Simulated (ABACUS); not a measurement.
# V in ABACUS: the effect of functional

V:

```xyz
1
Lattice="-1.5144 1.5144 1.5144 1.5144 -1.5144 1.5144 1.5144 1.5144 -1.5144" Properties=species:S:1:pos:R:3 pbc="T T T"
V     0.0000    0.0000    0.0000
```

Alike in all runs:

- Program: ABACUS 3.10.1
- Task: single point
- Potentials or basis: SG15 ONCV 1.2 PBE
- Cutoff: 1361 eV
- Density cutoff: 5442 eV
- Basis: DZP LCAO (the cutoffs set its grid)
- k mesh: 8 × 8 × 8
- Occupations: fermi-dirac, width 0.05 eV
- Spin: collinear spin, ferromagnetic start
- Starting moments: [2.0] μB

```csv
functional,pressure (GPa)
LDA,?
PBEsol,-12.6
WC,-27.1
RPBE,-1.7
r2SCAN,-8.3
SCAN,-7.8
```

Question: What does the run with functional LDA give?

Answer: Pressure -18.6 GPa.

Caveats: all runs use coarse meshes; the atomic orbitals were generated for these runs and aren't a published set; the potentials were made for another functional, which shifts forces and pressure; the basis of atomic orbitals isn't converged, which shifts pressures, moduli and gaps.

Runs at the PBE level aren't shown here.
